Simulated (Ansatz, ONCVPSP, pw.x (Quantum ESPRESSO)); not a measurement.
## What a changed setting does to a pw.x run (sc As)

Potential: optimised norm-conserving Vanderbilt (ONCV), ONCVPSP 4.0.1.1 (patched build), PBE; core [Ar] 3d10, reference 4s1.5 4p3.5; waves: 4s: rc 1.40 bohr, ncon 4, nbas 9, qcut 4.9 1/bohr, 1 projector; 4p: rc 1.90 bohr, ncon 4, nbas 8, qcut 4.9 1/bohr, 2 projectors, debl 1.8 Ha; d scattering state at 0.26 Ha: rc 2.00 bohr, ncon 4, nbas 8, qcut 4.3 1/bohr, 2 projectors, debl 3.4 Ha; local part: polynomial inside 1.14 bohr (lpopt 2, dvloc0 0 Ha); core correction: none.

The reference run (k-mesh 12³, cutoffs 50/200 Ry, Fermi–Dirac 0.01 Ry, mixing_beta 0.4, conv_thr 1e-9, no spin) gives -0.41 GPa at 20.515 Å³/atom, where all-electron LAPW gives -0.24 GPa. This run, with its own iteration cap, changes degauss to 0.02.

```
&control
  calculation='scf', prefix='x', pseudo_dir='./', outdir='./tmp', tstress=.true., disk_io='none'
/
&system
  ibrav=0, nat=1, ntyp=1, ecutwfc=50, ecutrho=200, nbnd=9,
  occupations='smearing', smearing='fd', degauss=0.02
/
&electrons
  conv_thr=1e-09, mixing_beta=0.4, electron_maxstep=50
/
ATOMIC_SPECIES
As 1.0 As.UPF
CELL_PARAMETERS angstrom
  2.73751920 0.00000000 0.00000000
  0.00000000 2.73751920 0.00000000
  0.00000000 0.00000000 2.73751920
ATOMIC_POSITIONS crystal
As 0.0000 0.0000 0.0000
K_POINTS automatic
12 12 12 0 0 0
```

```bash
pw.x < As.scf.in > As.scf.out
```

Q: How does the run end?

A: It converges in 6 iterations; the free energy moves by -46.1 meV/atom and the pressure by +0.31 GPa. In a metal, with Fermi–Dirac smearing, F lies below its zero-width value by a term in the square of the width.

```
Message from routine setup:
     using ibrav=0 with symmetry is DISCOURAGED, use correct ibrav instead
     lattice parameter (alat)  =       5.1732  a.u.
     unit-cell volume          =     138.4421 (a.u.)^3
     number of electrons       =         5.00
     number of Kohn-Sham states=            9
     kinetic-energy cutoff     =      50.0000  Ry
     charge density cutoff     =     200.0000  Ry
     scf convergence threshold =      1.0E-09
     Exchange-correlation= PBE
     number of k points=    84  Fermi-Dirac smearing, width (Ry)=  0.0200
     iteration #  1     ecut=    50.00 Ry     beta= 0.40
     total energy              =     -12.63466452 Ry
     estimated scf accuracy    <       0.00389898 Ry
     iteration #  2     ecut=    50.00 Ry     beta= 0.40
     total energy              =     -12.63457328 Ry
     estimated scf accuracy    <       0.00116481 Ry
     iteration #  3     ecut=    50.00 Ry     beta= 0.40
     total energy              =     -12.63463064 Ry
     estimated scf accuracy    <       0.00001617 Ry
     iteration #  4     ecut=    50.00 Ry     beta= 0.40
     total energy              =     -12.63463131 Ry
     estimated scf accuracy    <       0.00000012 Ry
     iteration #  5     ecut=    50.00 Ry     beta= 0.40
     total energy              =     -12.63463134 Ry
     estimated scf accuracy    <          4.2E-09 Ry
     iteration #  6     ecut=    50.00 Ry     beta= 0.40
     the Fermi energy is     7.8740 ev
!    total energy              =     -12.63463134 Ry
     estimated scf accuracy    <          6.4E-10 Ry
     smearing contrib. (-TS)   =      -0.00856871 Ry
     The total energy is F=E-TS. E is the sum of the following terms:
     one-electron contribution =       3.72486428 Ry
     hartree contribution      =       0.50968855 Ry
     xc contribution           =      -3.14899316 Ry
     ewald contribution        =     -13.71162230 Ry
     convergence has been achieved in   6 iterations
          total   stress  (Ry/bohr**3)                   (kbar)     P=       -1.02
     Message from routine punch:
     Nothing written, as per user request (disk_io='none')
```

The run took about 8.9 s on one core of a shared host (Neoverse-N1, 64 threads, 124 GiB, load 58).
